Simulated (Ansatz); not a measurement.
# Stress against strain in TiO2

```yaml
crystal:
  lattice:
    - [4.59400, 0.00000, 0.00000]
    - [0.00000, 4.59400, 0.00000]
    - [0.00000, 0.00000, 2.95900]
  atoms:
    - { symbol: Ti, position: [0.00000, 0.00000, 0.00000] }
    - { symbol: Ti, position: [0.50000, 0.50000, 0.50000] }
    - { symbol: O, position: [0.30600, 0.30600, 0.00000] }
    - { symbol: O, position: [0.19400, 0.80600, 0.50000] }
    - { symbol: O, position: [0.69400, 0.69400, 0.00000] }
    - { symbol: O, position: [0.80600, 0.19400, 0.50000] }
```

Atoms are numbered in the order listed.

The cell comes from COD entry 9007432, which wasn't checked; take it as a given geometry.

These are results of DFT, PBE, all-electron LAPW, scalar-relativistic in Ansatz 0.2.0, not measurements.

Sampling and basis: a Γ-centred 7×7×10 k mesh, Fermi–Dirac smearing of 0.05 eV, basis error target 0.5 meV/atom, no spin polarisation.

The strain is applied along the Cartesian axes of the cell as listed (the other components stay zero). Fractional coordinates are held (clamped ions).

σ is the change of stress from the unstrained cell, which is at 5.40 GPa; tension is positive, so slopes are stress–strain coefficients at that pressure.

Only quantities that a quadratic follows smoothly over the whole series are listed; rougher ones are left out.

```tsv
εxx = εyy	σzz (GPa)	σxx (GPa)
-0.0300	-12.77	-17.20
-0.0100	-3.85	-5.21
0.0000	0.00	0.00
0.0100	3.48	4.75
0.0200	6.61	9.08
0.0300	9.42	13.01
```

(1) Fit the series and read off the stiffness at zero strain.

(2) One run, at εxx = εyy = -0.0200, is withheld. Predict its row.

## Answers

(1) Least-squares fits y = p0 + p1 x + p2 x² to the rows give σzz (GPa): p1 = 369, p2 = -1900; σxx (GPa): p1 = 503, p2 = -2300. So C13 + C23 = 369 GPa and C11 + C12 = 503 GPa, for these axes.

(2) The fits give -8.13, -10.99; the run gave -8.09, -10.93.
